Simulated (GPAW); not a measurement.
# Fe (Im-3m) in GPAW: settings compared, part 3 of 3

GPAW 26.7.0.

### Step 5. Band structure, LDA, collinear spin, ferromagnetic start

Contents of run.py:

```python
from ase.dft.bandgap import bandgap
from ase.io import write
from ase.spacegroup import crystal
from ase.units import GPa
from gpaw import GPAW, PW

# Fe 2a
atoms = crystal(['Fe'],
                basis=[[0.0, 0.0, 0.0]],
                spacegroup=229, setting=1,  # Im-3m
                cellpar=[2.886, 2.886, 2.886, 90.0, 90.0, 90.0],
                primitive_cell=True)
atoms.set_initial_magnetic_moments([3.0])

calc = GPAW(mode=PW(600),
            xc='LDA',
            kpts={'size': (10, 10, 10), 'gamma': True},
            occupations={'name': 'fermi-dirac', 'width': 0.05},
            nbands=12,
            convergence={'density': 1e-05, 'energy': 1e-05},
            maxiter=150,
            txt='gpaw.txt')
atoms.calc = calc
energy = atoms.get_potential_energy()
forces = atoms.get_forces()
stress = atoms.get_stress()
calc.write('gs.gpw')
write('result.traj', atoms)
print(f'Energy: {energy:.6f} eV')
print('Forces (eV/A):')
print(forces.round(4))
print('Stress (GPa):', (stress / GPa).round(3))
print('Moments:', calc.get_magnetic_moments().round(3))
print('Fermi level:', round(calc.get_fermi_level(), 4), 'eV')
print(f'Gap: {bandgap(calc)[0]:.4f} eV, direct: {bandgap(calc, direct=True)[0]:.4f} eV')

path = atoms.cell.bandpath('GHNGPH,PN', npoints=60, eps=1e-4)
bs_calc = calc.fixed_density(kpts=path, symmetry='off', nbands=19,
                             convergence={'bands': 'CBM+6.0', 'eigenstates': 1e-6}, txt='bands.txt')
bs = bs_calc.band_structure()
bs.write('bs.json')
print(f'Gap on the path: {bandgap(bs_calc)[0]:.4f} eV')
```

Potentials or basis: the program's PAW data sets (release 1.2.1) made for this functional, pw.

Command:

```console
$ OMP_NUM_THREADS=1 python run.py
```

gpaw.txt:

```text
__  _  _
 | _ |_)|_||  |
 |__||  | ||/\| - 26.7.0

Input parameters:
  mode=PW(ecut=600.0),
  convergence={'density': 1e-05, 'energy': 1e-05},
  kpts=MonkhorstPack(size=(10, 10, 10), gamma=True),
  maxiter=150,
  nbands=12,
  occupations=Occupations(name='fermi-dirac', width=0.05),
  xc=XC(name='LDA')

Diagonalizing LCAO Hamiltonian
Converting LCAO to pw mode

       Fe

Atoms  # Å, Bohr magnetons
|   | symbol |        x |        y |        z |    initial magnetic moments |
|---|--------|----------|----------|----------|-----------------------------|
| 0 |     Fe | 0.000000 | 0.000000 | 0.000000 | ( 0.0000,  0.0000,  3.0000) |

Unit cell  # Å
| periodic |         x |         y |         z |  lengths |     angles |
|----------|-----------|-----------|-----------|----------|------------|
|      yes | -1.443000 |  1.443000 |  1.443000 | 2.499349 | 109.471221 |
|      yes |  1.443000 | -1.443000 |  1.443000 | 2.499349 | 109.471221 |
|      yes |  1.443000 |  1.443000 | -1.443000 | 2.499349 | 109.471221 |

Number of symmetries: 48
Symmetry operations  # r_c * U_cc + t_c -> r_c
|    | kind |            matrix            |
|----|------|------------------------------|
|  0 |  σ   |  1, 1, 1,  0, 0,-1,  0,-1, 0 |
|  1 |  C4  |  1, 1, 1,  0, 0,-1, -1, 0, 0 |
|  2 |  C2  |  1, 1, 1,  0,-1, 0,  0, 0,-1 |
|  3 |  S6  |  1, 1, 1,  0,-1, 0, -1, 0, 0 |
|  4 |  S6  |  1, 1, 1, -1, 0, 0,  0, 0,-1 |
|  5 |  C4  |  1, 1, 1, -1, 0, 0,  0,-1, 0 |
|  6 |  E   |  1, 0, 0,  0, 1, 0,  0, 0, 1 |
|  7 |  σ   |  1, 0, 0,  0, 1, 0, -1,-1,-1 |
|  8 |  σ   |  1, 0, 0,  0, 0, 1,  0, 1, 0 |
|  9 |  C3  |  1, 0, 0,  0, 0, 1, -1,-1,-1 |
| 10 |  C3  |  1, 0, 0, -1,-1,-1,  0, 1, 0 |
| 11 |  σ   |  1, 0, 0, -1,-1,-1,  0, 0, 1 |
| 12 |  σ   |  0, 1, 0,  1, 0, 0,  0, 0, 1 |
| 13 |  C2  |  0, 1, 0,  1, 0, 0, -1,-1,-1 |
| 14 |  C3  |  0, 1, 0,  0, 0, 1,  1, 0, 0 |
| 15 |  S4  |  0, 1, 0,  0, 0, 1, -1,-1,-1 |
| 16 |  S4  |  0, 1, 0, -1,-1,-1,  1, 0, 0 |
| 17 |  C3  |  0, 1, 0, -1,-1,-1,  0, 0, 1 |
| 18 |  C3  |  0, 0, 1,  1, 0, 0,  0, 1, 0 |
| 19 |  S4  |  0, 0, 1,  1, 0, 0, -1,-1,-1 |
| 20 |  σ   |  0, 0, 1,  0, 1, 0,  1, 0, 0 |
| 21 |  C3  |  0, 0, 1,  0, 1, 0, -1,-1,-1 |
| 22 |  C2  |  0, 0, 1, -1,-1,-1,  1, 0, 0 |
| 23 |  S4  |  0, 0, 1, -1,-1,-1,  0, 1, 0 |
| 24 |  C4  |  0, 0,-1,  1, 1, 1,  0,-1, 0 |
| 25 |  σ   |  0, 0,-1,  1, 1, 1, -1, 0, 0 |
| 26 |  S6  |  0, 0,-1,  0,-1, 0,  1, 1, 1 |
| 27 |  C2  |  0, 0,-1,  0,-1, 0, -1, 0, 0 |
| 28 |  C4  |  0, 0,-1, -1, 0, 0,  1, 1, 1 |
| 29 |  S6  |  0, 0,-1, -1, 0, 0,  0,-1, 0 |
| 30 |  S6  |  0,-1, 0,  1, 1, 1,  0, 0,-1 |
| 31 |  C4  |  0,-1, 0,  1, 1, 1, -1, 0, 0 |
| 32 |  C4  |  0,-1, 0,  0, 0,-1,  1, 1, 1 |
| 33 |  S6  |  0,-1, 0,  0, 0,-1, -1, 0, 0 |
| 34 |  σ   |  0,-1, 0, -1, 0, 0,  1, 1, 1 |
| 35 |  C2  |  0,-1, 0, -1, 0, 0,  0, 0,-1 |
| 36 |  C2  | -1, 0, 0,  1, 1, 1,  0, 0,-1 |
| 37 |  S6  | -1, 0, 0,  1, 1, 1,  0,-1, 0 |
| 38 |  S6  | -1, 0, 0,  0, 0,-1,  1, 1, 1 |
| 39 |  C2  | -1, 0, 0,  0, 0,-1,  0,-1, 0 |
| 40 |  C2  | -1, 0, 0,  0,-1, 0,  1, 1, 1 |
| 41 |  i   | -1, 0, 0,  0,-1, 0,  0, 0,-1 |
| 42 |  S4  | -1,-1,-1,  1, 0, 0,  0, 1, 0 |
| 43 |  C3  | -1,-1,-1,  1, 0, 0,  0, 0, 1 |
| 44 |  C3  | -1,-1,-1,  0, 1, 0,  1, 0, 0 |
| 45 |  σ   | -1,-1,-1,  0, 1, 0,  0, 0, 1 |
| 46 |  S4  | -1,-1,-1,  0, 0, 1,  1, 0, 0 |
| 47 |  C2  | -1,-1,-1,  0, 0, 1,  0, 1, 0 |

BZ-sampling:
  Number of BZ points: 1000
  Number of IBZ points: 47

  Monkhorst-Pack size: [10, 10, 10]
  Monkhorst-Pack shift: [0.05, 0.05, 0.05]

K-points  # in reciprocal-cell coordinates
|     |                                coordinates |     weight |
|-----|--------------------------------------------|------------|
|   0 | (  0.00000000,   0.00000000,   0.00000000) | 0.00100000 |
|   1 | (  0.10000000,   0.00000000,   0.00000000) | 0.01200000 |
|   2 | (  0.10000000,   0.10000000,  -0.10000000) | 0.00600000 |
|   3 | (  0.20000000,   0.00000000,  -0.10000000) | 0.02400000 |
|   4 | (  0.20000000,   0.00000000,   0.00000000) | 0.01200000 |
|   5 | (  0.20000000,   0.10000000,  -0.10000000) | 0.02400000 |
|   6 | (  0.20000000,   0.20000000,  -0.20000000) | 0.00600000 |
|   7 | (  0.30000000,  -0.10000000,  -0.10000000) | 0.00800000 |
|   8 | (  0.30000000,   0.00000000,  -0.10000000) | 0.04800000 |
|   9 | (  0.30000000,   0.00000000,   0.00000000) | 0.01200000 |
| ... |                                            |            |
|  46 | (  0.50000000,   0.50000000,   0.50000000) | 0.00100000 |

Plane wave coefficients: 418
Cutoff: 600.0 eV

Spin-components: 2 (collinear spins)
Bands:           12
Projectors:      6
Spin-degeneracy: 1
Datatype:        complex128

Parallelization:
  kpt:    1
  domain: 1
  band:   1

Density:
  Valence electrons: 8.0
  Components: 2
  Grid points: [15 15 15]
  Charge: 0.0  # |e|

Potential:
  Grid points: [15 15 15]

species:
  Fe:
    name:    Iron
    Z:       26.0
    valence: 8
    core:    18
    charge:  0.0  # [|e|]
    compensation charges:
      type: gauss
      rc: 0.33  # [Å]
      lmax: 2
    cutoffs:
      filter: 2.06  # [Å]
      core: 2.67  # [Å]
    projectors
    | kind |    occ | energy [eV] | rcut [Å] |
    |------|--------|-------------|----------|
    |   4s |  2.000 |      -5.481 |    1.164 |
    |   4p |  0.000 |      -1.431 |    1.058 |
    |   3d |  6.000 |      -7.753 |    1.058 |
    |    s |        |      21.730 |    1.164 |
    |    p |        |      25.780 |    1.058 |
    |    d |        |      19.459 |    1.058 |

    Using partial waves for Fe as LCAO basis

Reference energy: -34557.939371  # eV

eigensolver:
  PPCG
  Converge bands: occupied
  niter=2

density mixing:
  MSR1-Mixer
  Pratt-step length: 0.05
  Maximum mixing coefficient: 0.75
  Old densities: 10
  SVD Regularization: 0.005
  Good broyden scale: 1.0
  Trust region scale: 1.0
  Backstep threshold: 4.0
  History deletion threshold: 6.0
  Fourier metric: weight=20.0, sigma=0.015

occupation numbers:
  Fermi-Dirac:
    width: 0.0500  # eV

poisson solver:
  ecut: 4800.0  # eV

xc functional:
  name: None

convergence criteria:
- Maximum integral of absolute [dens]ity change: 1e-05 electrons / valence electron
- Maximum [total energy] change in last 3 cyles: 1e-05 eV / valence electron
- Maximum integral of absolute [eigenst]ate change: 4e-08 eV^2 / valence electron
maximum number of iterations: 150

SCF iterations
|iter     | |      energy | eigst |  dens |  magmom |
|---------|-|-------------|-------|-------|---------|
|iter:   1| |   -9.879187 | +0.24 |       |  +3.0047|
|iter:   2| |   -9.881369 | -1.74 | -0.93 |  +2.9741|
|iter:   3| |   -9.938883 | -1.81 | -0.97 |  +2.6599|
|iter:   4| |   -9.960735 | -3.03 | -1.28 |  +2.5372|
|iter:   5| |   -9.984602 | -2.78 | -1.40 |  +2.2592|
|iter:   6| |   -9.987344 | -4.21 | -1.92 |  +2.1014|
|iter:   7| |   -9.987765 | -3.89 | -2.01 |  +2.1703|
|iter:   8| |   -9.988046 | -4.57 | -2.41 |  +2.1308|
|iter:   9| |   -9.988019 | -5.69 | -2.77 |  +2.1430|
|iter:  10| |   -9.988026c| -7.12 | -3.68 |  +2.1417|
|iter:  11| |   -9.988023c| -7.70c| -3.84 |  +2.1426|
|iter:  12| |   -9.988023c| -8.04c| -4.83 |  +2.1426|
|iter:  13| |   -9.988024c| -8.79c| -5.30c|  +2.1426|

Converged in 13 steps
Energy contributions relative to reference atoms: (reference = -34557.939371)

Energy contributions:
  Kinetic:           2.272420
  Coulomb:          -1.945823
  Zero:              0.037203
  External:          0.000000
  Xc:              -10.347849
  Entropy:          -0.007950
  Spinorbit:         0.000000
  ----------------------------
  Free energy:      -9.991998
  Extrapolated:     -9.988024

dipole moment: (-3.561059, -3.561059, -3.561059)  # |e|*Ang

Total magnetic moment: (0.000000, 0.000000, 2.142593)

Local magnetic moments
|        x |        y |        z |
|----------|----------|----------|
| 0.000000 | 0.000000 | 2.158735 |  # Fe   0

Fermi level: 8.927
Eigenvalues  # (at kpt = [0.000, 0.000, 0.000])
| band index |      eig [eV] | occ [0-1] |      eig [eV] | occ [0-1] |
|------------|---------------|-----------|---------------|-----------|
|          0 |         0.664 |     1.000 |         0.998 |     1.000 |
|          1 |         6.754 |     1.000 |         8.593 |     0.999 |
|          2 |         6.754 |     1.000 |         8.593 |     0.999 |
|          3 |         6.754 |     1.000 |         8.593 |     0.999 |
|          4 |         7.986 |     1.000 |        10.333 |     0.000 |
|          5 |         7.986 |     1.000 |        10.333 |     0.000 |
|          6 |        17.301 |     0.000 |        19.183 |     0.000 |
|          7 |        17.301 |     0.000 |        19.183 |     0.000 |
|          8 |        17.301 |     0.000 |        19.183 |     0.000 |
|          9 |        33.472 |     0.000 |        33.533 |     0.000 |
|         10 |        33.472 |     0.000 |        33.533 |     0.000 |
|         11 |        33.472 |     0.000 |        33.533 |     0.000 |

No gap
No difference between direct/indirect transitions

Forces  # eV/Ang
|       x |       y |       z |
|---------|---------|---------|
| 0.00000 | 0.00000 | 0.00000 |  # Fe   0

Stress tensor  # eV/Ang^3
|         x |        y |         z |
|-----------|----------|-----------|
|  0.166242 | 0.000000 | -0.000000 |
|  0.000000 | 0.166242 |  0.000000 |
| -0.000000 | 0.000000 |  0.166242 |

# Writing to gs.gpw (mode='')
```

Run time: 11 s. Hardware: 1 thread of Intel Xeon 6985P-C at 2.30GHz (Granite Rapids), shared host; peak memory 0.17 GiB.

What came out:

| Quantity | Value |
| --- | --- |
| Free energy | -9.9920 eV |
| Pressure | -26.6 GPa |
| Band gap along the path | none (metal or under the smearing width) |
| Net moment | 2.14 μB per cell |
| Site moments | Fe +2.16 μB |

Levels at the corners of the path, in eV from the Fermi level:
Spin up:
```csv
point,band 3,band 4,band 5,band 6
Γ,-2.17,-2.17,-0.94,-0.94
H,0.10,0.10,0.10,8.24
N,-0.92,-0.77,0.36,0.38
Γ,-2.17,-2.17,-0.94,-0.94
P,-3.07,-0.74,-0.74,8.05
H,0.10,0.10,0.10,8.24
P,-3.07,-0.74,-0.74,8.05
N,-0.92,-0.77,0.36,0.38
```
Spin down:
```csv
point,band 1,band 2,band 3,band 4,band 5,band 6
Γ,-7.93,-0.33,-0.33,-0.33,1.41,1.41
H,-2.85,-2.85,2.20,2.20,2.20,9.77
N,-3.41,-1.52,0.67,1.32,1.63,2.48
Γ,-7.93,-0.33,-0.33,-0.33,1.41,1.41
P,-1.68,-1.68,-1.68,1.68,1.68,9.22
H,-2.85,-2.85,2.20,2.20,2.20,9.77
P,-1.68,-1.68,-1.68,1.68,1.68,9.22
N,-3.41,-1.52,0.67,1.32,1.63,2.48
```

Caveat: so large a pressure means that the cell lies far from this level's equilibrium, or that cutoff or potentials fall short.

### Step 6. The runs side by side

| task | level | potentials or basis | U | band path | band points | pressure (GPa) | moment (μB) |
| --- | --- | --- | --- | --- | --- | --- | --- |
| band structure | LDA+U | the program's PAW data sets (release 1.2.1) made for this functional, pw | Fe d U = 4 eV | GHNGPH,PN | 60 | -4.2 | 2.83 |
| equation of state | PBEsol+D3 | PAW data sets generated in the run's folder for this functional, pw | - | - | - | - | - |
| equation of state | PBEsol+D4 | PAW data sets generated in the run's folder for this functional, pw | - | - | - | - | - |
| band structure | LDA | the program's PAW data sets (release 1.2.1) made for this functional, pw | - | GHNGPH,PN | 60 | -26.6 | 2.14 |

Alike in all rows: spin collinear, ferromagnetic start; cell as given; k mesh 10 × 10 × 10; cutoff (eV) 600; smearing fermi-dirac 0.05 eV.

Caveats: the U is typed as a test and isn't derived for this compound (some runs); so large a pressure means that the cell lies far from this level's equilibrium, or that cutoff or potentials fall short (some runs).

Total energies depend on the potentials used, so only differences within one code and one set of settings carry meaning.
